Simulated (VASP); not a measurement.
**PtSe2 (Sudovikovite): electric field gradients with PBE**

Crystal: PtSe2 (Sudovikovite).

```
CELL_PARAMETERS angstrom
3.72400 0.00000 0.00000
-1.86200 3.22508 0.00000
0.00000 0.00000 5.06200
ATOMIC_POSITIONS crystal
Pt 0.00000 0.00000 0.00000
Se 0.66667 0.33333 0.75000
Se 0.33333 0.66667 0.25000
```

- Program: VASP 6.6.1
- Task: electric field gradients
- Functional: PBE
- Potentials or basis: VASP PAW PBE potentials, release 64 (Pt, Se)
- Cutoff: 520 eV
- k mesh: 8 × 8 × 5
- Occupations: gaussian, width 0.02 eV
- Spin: no spin polarisation
- Further INCAR settings: ALGO = Normal; EDIFF = 1e-08

```yaml
Pressure: 7.3 GPa
Largest_force: 0.575 eV/Å
Band_gap_on_the_k_mesh: none (metal or under the smearing width)
```

Forces in eV/Å, atoms in the order of the input:
```
Pt   0.000  0.000  0.000
Se   0.000  0.000 -0.575
Se   0.000  0.000  0.575
```

Stress tensor (GPa, compression positive):
```
7.89 0.00 0.00
0.00 7.89 0.00
0.00 0.00 6.16
```

Levels at points of the mesh, in eV from the Fermi level:
```csv
k point,band 9,band 10,band 11,band 12,band 13,band 14
"(0.00, 0.00, 0.00)",-1.16,-1.16,0.32,1.37,1.37,3.52
"(0.50, 0.00, 0.00)",-3.63,-3.54,-3.08,0.57,2.26,4.68
```

Electric field gradients, principal values (V/Å²):
| atom | Vxx | Vyy | Vzz |
| --- | --- | --- | --- |
| 1 Pt | -70.349 | -70.350 | 140.699 |
| 2 Se | 28.985 | 28.986 | -57.971 |
| 3 Se | 28.985 | 28.986 | -57.971 |

It took 28 s on 1 thread of Intel(R) Xeon(R) Platinum 8488C (Sapphire Rapids), on a shared host, peak memory 0.19 GiB.

Spin-orbit coupling is left out, which matters for the levels of Pt.
